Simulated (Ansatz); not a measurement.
A first try at a surface slab of Sr3Hg, space group Pm-3m, using the Ansatz DFT code, driven from Python.

Input file `POSCAR_sr3hg`:
```text
Sr3Hg
1.0
   5.51300000    0.00000000    0.00000000
   0.00000000    5.51300000    0.00000000
   0.00000000    0.00000000    5.51300000
Sr Hg
3 1
Direct
   0.50000000    0.50000000    0.00000000
   0.50000000    0.00000000    0.50000000
   0.00000000    0.50000000    0.50000000
   0.00000000    0.00000000    0.00000000
```

The script, `slab.py`:
```python
"""Cutting and solving a surface of Sr3Hg."""

import ansatz
from ase.build import surface
from ase.io import read
import numpy as np

atoms = read("POSCAR_sr3hg", format="vasp")
# Miller indices count the vectors of the cell as typed
slab = surface(atoms, (1, 1, 1), 3, vacuum=7.0)
slab.pbc = True

print(slab.get_chemical_formula(), "area {:.3f} A^2, cell height {:.2f} A".format(np.linalg.norm(np.cross(slab.cell[0], slab.cell[1])), slab.cell[2, 2]))


def settings(structure):
    return (
        ansatz.Crystal.from_ase(structure).calculation()
        .functional("PBEsol")
        .occupations("Fermi-Dirac")
        .basis(550)
    )


calc = settings(slab)
calc = calc.kpoints(3, 3, 1)
calc = calc.electric_field(axis=3, dipole_correction=True)
calc = calc.relax(force_tolerance=0.03, max_steps=30)
out = calc.run()
r = out.report

print(f"slab free energy {r['free_energy_ev']:.4f} eV, Fermi level {r['fermi_energy_ev']:.3f} eV")
for key, value in r["work_function"].items():
    if isinstance(value, float):
        print(f"{key:34s} {value:12.5f}")

# two faces, so half the excess energy for each
bulk = settings(atoms).kpoints(4, 4, 4).run().report
excess = r["energy"] - bulk["free_energy_ev"] * len(slab) / len(atoms)
area = np.linalg.norm(np.cross(slab.cell[0], slab.cell[1]))
print(f"mean surface energy {excess / (2 * area) * 16.02177:.3f} J/m^2 ({1000 * excess / (2 * area):.1f} meV/A^2)")

print("atom   z before  z after (A)")
for atom, site in zip(slab, out.lattice.sites):
    print(f"{atom.symbol:3s} {atom.z:9.3f} {site.position_ang[2]:9.3f}")
```

```console
$ python slab.py
Hg3Sr9 area 52.643 A^2, cell height 20.37 A
RunWarning: efield: at this solve's end the planar-averaged density reaches 4.06e-5 e/Å³ inside the ramp window [0.9009, 0.0991] (bound 1e-5 e/Å³); the window's nearer edge stands 4.98 Å from this solve's nearest atom along the axis. Its work functions, free energy, forces, stress, dipole, levels and responses can be off, and this figure does not tell by how much. A short vacuum, a low `basis.ecutwfc` or `basis.ecutrho_ratio` and negative occupations (`scf.occupations.method`) can put density there. See the manual's quickstart, § The vacuum guard
slab free energy -72432.9859 eV, Fermi level 1.980 eV
ramp_position                           0.95000
ramp_width                              0.10000
amplitude_v_ang                         0.00000
dipole_field_v_ang                     -0.00000
dipole_moment_e_ang                    -0.00000
phi_plus_ev                             2.79939
phi_minus_ev                            2.79938
vacuum_level_plus_ev                    4.77944
vacuum_level_minus_ev                   4.77943
flatness_plus_ev_ang                    0.00389
flatness_minus_ev_ang                   0.00389
ramp_density_extremum_e_ang3            0.00003
ramp_density_minimum_e_ang3             0.00000
ramp_density_bound_e_ang3               0.00001
ramp_density_effective_e_ang3           0.00003
plane_spacing_ang                       0.12729
Traceback (most recent call last):
  File "slab.py", line 39, in <module>
    excess = r["energy"] - bulk["free_energy_ev"] * len(slab) / len(atoms)
             ~^^^^^^^^^^
KeyError: 'energy'
```
(Warnings from the package without file and line, repeats left out.)

Find the fault and give the corrected script.

The fault: the report has no such key (the free energy stands under free_energy_ev). Mended:

```diff
--- before
+++ after
@@ -38,3 +38,3 @@
 bulk = settings(atoms).kpoints(4, 4, 4).run().report
-excess = r["energy"] - bulk["free_energy_ev"] * len(slab) / len(atoms)
+excess = r["free_energy_ev"] - bulk["free_energy_ev"] * len(slab) / len(atoms)
 area = np.linalg.norm(np.cross(slab.cell[0], slab.cell[1]))
```

After the fix:

```console
$ python slab.py
Hg3Sr9 area 52.643 A^2, cell height 20.37 A
RunWarning: efield: at this solve's end the planar-averaged density reaches 4.06e-5 e/Å³ inside the ramp window [0.9009, 0.0991] (bound 1e-5 e/Å³); the window's nearer edge stands 4.98 Å from this [...]
slab free energy -72432.9859 eV, Fermi level 1.980 eV
ramp_position                           0.95000
ramp_width                              0.10000
amplitude_v_ang                         0.00000
dipole_field_v_ang                     -0.00000
dipole_moment_e_ang                    -0.00000
phi_plus_ev                             2.79939
phi_minus_ev                            2.79938
vacuum_level_plus_ev                    4.77944
vacuum_level_minus_ev                   4.77943
flatness_plus_ev_ang                    0.00389
flatness_minus_ev_ang                   0.00389
ramp_density_extremum_e_ang3            0.00003
ramp_density_minimum_e_ang3             0.00000
ramp_density_bound_e_ang3               0.00001
ramp_density_effective_e_ang3           0.00003
plane_spacing_ang                       0.12729
mean surface energy 0.418 J/m^2 (26.1 meV/A^2)
atom   z before  z after (A)
Sr      7.000     7.124
Sr      7.000     7.124
Sr      7.000     7.124
Hg      7.000     7.649
Sr     10.183    10.183
Sr     10.183    10.183
Sr     10.183    10.183
Hg     10.183    10.183
Sr     13.366    13.242
Sr     13.366    13.242
Sr     13.366    13.242
Hg     13.366    12.717
```
(Warnings from the package without file and line, shortened, repeats left out.)

Total energies depend on the potentials; only differences at equal settings carry meaning. A total without «per atom» is that of the cell as typed. The density doesn't vanish in the vacuum (a short gap or a low cutoff), which blurs the vacuum level. For a metal this k-point mesh is coarse: on a finer one energies can move by several to tens of meV an atom and pressures by half a GPa or more, differences at one mesh by less. The relaxation stopped at 0.016 eV/Å, so the energy gained is a lower bound and displacements are uncertain. Only differences from the Fermi energy are physical; the zero of the scale is a convention. Spin-orbit coupling, which matters for elements this heavy, is left out. This cell is a computed structure, which may not be the phase found in nature. The slab is thin and cut from the structure as given; a cut can leave two unlike or polar faces, and the surface energy is then their mean. Miller indices refer to the vectors of the cell as typed, and the lattice isn't relaxed for this functional, so relaxation and surface energy can hold strain. The whole script took 2.6 min on 1 thread of Arm Neoverse V2, with other jobs on the host, peak memory 1.5 GiB.
